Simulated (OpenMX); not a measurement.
SnTe:

```
Te Sn
1.0
     0.00000    3.61115    3.61115
     3.61115    0.00000    3.61115
     3.61115    3.61115    0.00000
Te Sn
1 1
Cartesian
  1.8056 1.8056 1.8056
  0.0000 0.0000 0.0000
```

Measurements of this composition are mostly on another form, of space group No. 225.

- Program: OpenMX 3.8.5
- Task: single point
- Functional: PBE
- Potentials or basis: OpenMX 2013 PBE set, Te7.0-s3p2d2f1, Sn7.0-s3p2d2, grid cutoff 500 Ry
- k mesh: 7 × 7 × 7
- Occupations: fermi-dirac, width 0.05 eV
- Spin: no spin polarisation

On this cell: pressure 0.6 GPa; largest force zero by symmetry; band gap on the k mesh 0.36 eV, indirect (least direct gap 0.86 eV).

The same run follows on a disturbed copy (atoms moved at random, drawn with an rms of 0.05 Å):

```xyz
2
Lattice="0.0000 3.6111 3.6111 3.6111 0.0000 3.6111 3.6111 3.6111 0.0000" Properties=species:S:1:pos:R:3 pbc="T T T"
Te    1.7987    1.7773    1.8345
Sn   -0.0433    0.0023    0.0114
```

**Question.** What changes?

**Answer.** The energy moves by +1.7 meV/atom; pressure 0.6 GPa; largest force 0.164 eV/Å; band gap on the k mesh 0.33 eV, indirect (least direct gap 0.86 eV).

Forces in eV/Å, atoms in the order of the input:
```
Te  -0.119  0.099 -0.054
Sn   0.104 -0.095  0.054
```

The forces don't sum to zero, so they hold noise of the program's grid.

Caveats: spin-orbit coupling is left out, which moves the levels of the heavy elements; an odd mesh through Γ misses points on the zone boundary, where band edges often lie; the basis of atomic orbitals isn't converged, which shifts pressures, moduli and gaps.
